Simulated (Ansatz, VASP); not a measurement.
## One calculation of Ti, two programs

Contents of POSCAR:

```
Ti
1.0
   -1.6656150000      1.6656150000      1.6656150000
    1.6656150000     -1.6656150000      1.6656150000
    1.6656150000      1.6656150000     -1.6656150000
Ti
1
Direct
    0.0000000000      0.0000000000      0.0000000000
```

INCAR.step1

```
PREC = Accurate ; ENCUT = 520
ISMEAR = 0 ; SIGMA = 0.15
LREAL = False ; LASPH = True
NELM = 80 ; NBANDS = 12
GGA = PE ; ALGO = Normal
EDIFF = 1E-4 ; LWAVE = True
LCHARG = False
```

File INCAR.step2:

```
PREC = Accurate ; ENCUT = 520
EDIFF = 1E-7 ; ISMEAR = 0
SIGMA = 0.15 ; LREAL = False
LASPH = True ; NELM = 80
ALGO = Normal ; ISIF = 2
LWAVE = False ; LCHARG = False
METAGGA = R2SCAN ; LMIXTAU = True
NBANDS = 12 ; ISTART = 1
```

Contents of KPOINTS:

```
Automatic mesh
0
Gamma
  20 20 20
```

Input for Ansatz:

```yaml
crystal:
  lattice:
    - [-1.665615, 1.665615, 1.665615]
    - [1.665615, -1.665615, 1.665615]
    - [1.665615, 1.665615, -1.665615]
  atoms:
    - { symbol: Ti, position: [0.0, 0.0, 0.0] }
basis:
  ecutwfc: 500
kpoints:
  mp_grid: { grid: [20, 20, 20] }
hamiltonian:
  xc: r2scan
scf:
  occupations: { method: gaussian, width: 0.15 }
output:
  forces: true
  stress: true
  eigenvalues: true
```

Change from the starting cell: strain +0.015 along x and y, +0.015 along z, atoms carried along.

Alike in both runs: task single point; functional r2SCAN; k mesh 20 × 20 × 20; occupations gaussian, width 0.15 eV; no spin polarisation.

|  | VASP | Ansatz |
| --- | --- | --- |
| version | VASP 6.6.1 | Ansatz 0.2.0 |
| potentials or method | VASP PAW PBE potentials, release 64 (Ti_sv) | scalar-relativistic, plane waves, PAW |
| plane-wave cutoff (eV) | 520 | 500 |
| valence electrons in the cell | 12 | 12 |

```tsv
	VASP	Ansatz	Ansatz less VASP
gap on the k mesh at the Fermi level (eV)	none	none	-
pressure (GPa)	-6.7	-7.0	-0.35
```

A gap of «none» marks a metal or a gap that the smearing closes.

Caveats: the PAW data sets were made with another functional, which shifts forces and pressure a little (VASP).
